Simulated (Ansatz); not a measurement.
The system is Au.

```
CELL_PARAMETERS angstrom
2.74841 0.00000 0.00000
0.00000 2.74841 0.00000
0.00000 0.00000 2.74841
ATOMIC_POSITIONS crystal
Au 0.50000 0.50000 0.50000
```

The cell was built by a generator and needn't be a form met in nature.

- Program: Ansatz 0.2.0
- Task: relaxation of cell and atoms
- Functional: RPBE
- Dispersion: D3(BJ)
- Potentials or basis: Ansatz PAW
- Cutoff: 420 eV (not typed: the program's choice for these potentials)
- k mesh: 10 × 10 × 10
- Occupations: fermi-dirac, width 0.05 eV
- Spin: no spin polarisation

At the start: volume 20.76 Å³/atom.

Question: How do energy, volume and symmetry change on relaxing?

Answer: It ends after 6 steps and the volume is 17.26 Å³/atom (-16.9 %); space group Pm-3m (No. 221, to 0.05 Å).

The path:
| step | energy change (eV) | largest force (eV/Å) | volume (Å³) |
| --- | --- | --- | --- |
| 1 | 0.0000 | 0.0000 | 20.76 |
| 2 | -0.2850 | 0.0000 | 17.87 |
| 3 | -0.2937 | 0.0000 | 16.91 |
| 4 | -0.2980 | 0.0000 | 17.28 |
| 5 | -0.2980 | 0.0000 | 17.26 |
| 6 | -0.2965 | 0.0000 | 17.26 |

Final structure:
```yaml
crystal:
  lattice:
    - [2.58408, 0.00000, 0.00000]
    - [0.00000, 2.58408, 0.00000]
    - [0.00000, 0.00000, 2.58408]
  atoms:
    - { symbol: Au, position: [0.50000, 0.50000, 0.50000] }
```

Caveat: the volume moved by over 15 % at a fixed basis, so the end points are rough; the plane-wave basis is chosen anew once the cell has moved, so the energies of steps on either side of that aren't comparable; pairwise dispersion overbinds metals, which lowers pressure and volume; the PAW data sets come from PBE, with cores solved anew for the run's functional, which leaves a small shift of forces and pressure.
